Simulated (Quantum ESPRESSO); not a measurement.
Re under changes of volume

One of the cells (14.714 Å³/atom); the others are scaled copies at fixed shape and fractional positions:

```
Re
1.0
     2.76080    0.00000    0.00000
    -1.38040    2.39092    0.00000
     0.00000    0.00000    4.45820
Re
2
Direct
  0.66667 0.33333 0.75000
  0.33333 0.66667 0.25000
```

```yaml
Program: Quantum ESPRESSO 7.5
Functional: LDA
Potentials_or_basis: GBRV 1.5 LDA
Cutoff: 612 eV
Density_cutoff: 4898 eV
k_mesh: 11 × 11 × 6
Occupations: fermi-dirac, width 0.05 eV
Spin: no spin polarisation
```

```tsv
volume (Å³/atom)	energy over the lowest point (meV/atom)	pressure (GPa)
13.831	24.11	15.7
14.125	3.79	6.2
14.420	0.00	-2.3
14.714	11.03	-9.9
15.008	?	?
15.303	71.50	-22.8
15.597	118.29	-28.3
```

Problem. What does the run at 15.008 Å³/atom give?

Solution. Energy over the lowest point 35.29 meV/atom; pressure -16.7 GPa.

Worked out: A Birch-Murnaghan fit of order 3 (a polynomial in V^(-2/3)) to the other rows has its minimum at 14.34 Å³/atom with B0 = V·E''(V) = 404 GPa and B' = 4.4 at fixed shape and positions, which overstates the stiffness. It gives 35.26 meV/atom at 15.008 Å³/atom, against the run's 35.29, and -dE/dV = -16.6 GPa, against -16.7.

Energies are extrapolated to zero smearing.
